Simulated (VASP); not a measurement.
```
CELL_PARAMETERS angstrom
0.00000 2.17900 2.17900
2.17900 0.00000 2.17900
2.17900 2.17900 0.00000
ATOMIC_POSITIONS crystal
Si 0.00000 0.00000 0.00000
C 0.25000 0.25000 0.25000
```

- orbitals: LDA
- datasets: PAW potentials of the _GW family
- k mesh: 6×6×6
- bands in all: 208
- response cutoff: 180 eV
- wave cutoff: 414 eV
- frequencies: real axis, 200 points
- long-wave heads: k·p
- q → 0 term: probe-charge (Ewald) weight
- potentials: Si_GW, C_GW
- band sums: cut at the band count

Program: VASP. The Kohn-Sham gap (from Γ to X) is 1.30 eV and the electronic dielectric constant on this mesh 7.3.

Q: Estimate the linearised G0W0 gap between these edges.

A: 2.24 eV, a change of +0.94 eV. The valence edge moves by -0.60 eV (Z = 0.79) and the conduction edge by +0.34 eV (Z = 0.81).

Band sums or response are cut, so the gap isn't at its basis limit. The gap is read among the points solved; the crystal's band edges can lie elsewhere.
